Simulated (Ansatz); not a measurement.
C (R-3m) from a database of computed structures: a relaxation of cell and atoms in the plane-wave code Ansatz (r2SCAN+rVV10). The starting cell comes from a relaxation with PBE-D3(BJ).

```yaml
crystal:
  lattice:
    - [1.2323497557, 0.7114974632, 6.9769942319]
    - [-1.2323497557, 0.7114974632, 6.9769942319]
    - [0.0, -1.4229949264, 6.9769942319]
  atoms:
    - { symbol: C, position: [0.9189884061, 0.9189884061, 0.9189884061] }
    - { symbol: C, position: [0.2523084587, 0.2523084587, 0.2523084587] }
    - { symbol: C, position: [0.7476915413, 0.7476915413, 0.7476915413] }
    - { symbol: C, position: [0.0810115939, 0.0810115939, 0.0810115939] }
kpoints:
  mp_grid: { grid: [10, 10, 10] }
hamiltonian:
  xc: r2scan
  dispersion: rvv10
scf:
  occupations: { method: fermi_dirac, width: 0.02 }
relax:
  f_tol: 0.005
  cell: {}
```

The trajectory has 5 recorded frames, each with fractional positions and then forces in eV/Å along x, y and z. The last, and any step after a large change of cell, is solved on a basis re-selected at its cell; pressure is positive in compression.

Step 1: energy 0.0 meV/atom from step 1, largest force component 0.006 eV/Å, pressure -3.27 GPa; a = 7.121 Å, b = 7.121 Å, c = 7.121 Å, α = 19.93°, β = 19.93°, γ = 19.93°
```
C  0.9190 0.9190 0.9190     0.000   0.000  -0.003
C  0.2523 0.2523 0.2523     0.000   0.000   0.006
C  0.7477 0.7477 0.7477     0.000   0.000  -0.006
C  0.0810 0.0810 0.0810     0.000   0.000   0.003
```

Step 2: energy -1.0 meV/atom from step 1, largest force component 0.010 eV/Å, pressure -1.03 GPa; a = 7.078 Å, b = 7.078 Å, c = 7.078 Å, α = 20.00°, β = 20.00°, γ = 20.00°
```
C  0.9196 0.9196 0.9196     0.000   0.000  -0.007
C  0.2530 0.2530 0.2530     0.000   0.000  -0.010
C  0.7470 0.7470 0.7470     0.000   0.000   0.010
C  0.0804 0.0804 0.0804     0.000   0.000   0.007
```

Step 3 (rejected): energy -0.3 meV/atom from step 1, largest force component 0.037 eV/Å, pressure +1.02 GPa; a = 7.042 Å, b = 7.042 Å, c = 7.042 Å, α = 20.05°, β = 20.05°, γ = 20.05°
```
C  0.9168 0.9168 0.9168     0.000   0.000   0.037
C  0.2501 0.2501 0.2501     0.000   0.000   0.033
C  0.7499 0.7499 0.7499     0.000   0.000  -0.033
C  0.0832 0.0832 0.0832     0.000   0.000  -0.037
```

Step 4: energy -1.2 meV/atom from step 1, largest force component 0.002 eV/Å, pressure 0.00 GPa; a = 7.058 Å, b = 7.058 Å, c = 7.058 Å, α = 20.03°, β = 20.03°, γ = 20.03°
```
C  0.9191 0.9191 0.9191     0.000   0.000  -0.001
C  0.2524 0.2524 0.2524     0.000   0.000  -0.002
C  0.7476 0.7476 0.7476     0.000   0.000   0.002
C  0.0809 0.0809 0.0809     0.000   0.000   0.001
```

Step 5: energy -1.2 meV/atom from step 1, largest force component 0.002 eV/Å, pressure 0.00 GPa; a = 7.058 Å, b = 7.058 Å, c = 7.058 Å, α = 20.03°, β = 20.03°, γ = 20.03°
```
C  0.9191 0.9191 0.9191     0.000   0.000  -0.001
C  0.2524 0.2524 0.2524     0.000   0.000  -0.002
C  0.7476 0.7476 0.7476     0.000   0.000   0.002
C  0.0809 0.0809 0.0809     0.000   0.000   0.001
```

In 4 steps the volume changed by -1.7 %; between the first SCF and the last, each on a basis chosen for its cell, the energy fell by 1.2 meV an atom. At the end: it is trigonal, R-3m (No. 166); conventional cell a = 2.455 Å, c = 20.743 Å, 9.02 Å³ an atom. Around C lie 3 C at 1.42 Å.

Command: `ansatz run input.yaml --threads 2 --pin off --max-ram 20275MiB --backend cpu --events-out ev --progress --plain --runs-dir out`. Wall time 21 s on 2 threads of AMD EPYC 7R13 Processor (Zen 3), with other jobs on the host, load about 2.9 per core; peak host memory 0.56 GiB.

The values are computed, spin-unpolarised, and not measurements.
